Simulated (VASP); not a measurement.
A run of VASP 6.6.1 is set up as follows.

INCAR

```
ALGO = Normal ; EDIFF = 1E-6
ENCUT = 520 ; GGA = PS
ISIF = 2 ; ISMEAR = 0
LASPH = T ; LCHARG = T
LELF = T ; LREAL = F
LVHAR = T ; LWAVE = F
NELM = 100 ; PREC = Accurate
SIGMA = 0.5
```

KPOINTS

```
k-points
0
Gamma
  12 12 6
```

The input POSCAR:

```
BN
1.0
    2.5416900000      0.0000000000      0.0000000000
   -1.2708500000      2.2011700000      0.0000000000
    0.0000000000      0.0000000000      4.2041500000
B N
2 2
Direct
    0.6666700000      0.3333300000      0.9997200000
    0.3333300000      0.6666700000      0.4997200000
    0.6666700000      0.3333300000      0.6252800000
    0.3333300000      0.6666700000      0.1252800000
```

Potentials or basis: VASP PAW PBE potentials, release 64 (B, N).

Launch:

```sh
$ cat potpaw_PBE.64/B/POTCAR potpaw_PBE.64/N/POTCAR > POTCAR
$ mpirun -np 1 vasp_std > vasp.out
```

Q: Estimate the band gap on the k mesh.

A: 4.95 eV, indirect (least direct gap 8.22 eV).

Q: Predict the pressure.

A: 0.3 GPa.

Caveat: the PAW data sets were made with another functional, which shifts forces and pressure a little. A hybrid or GW would open this gap; PBEsol tends to underestimate it.
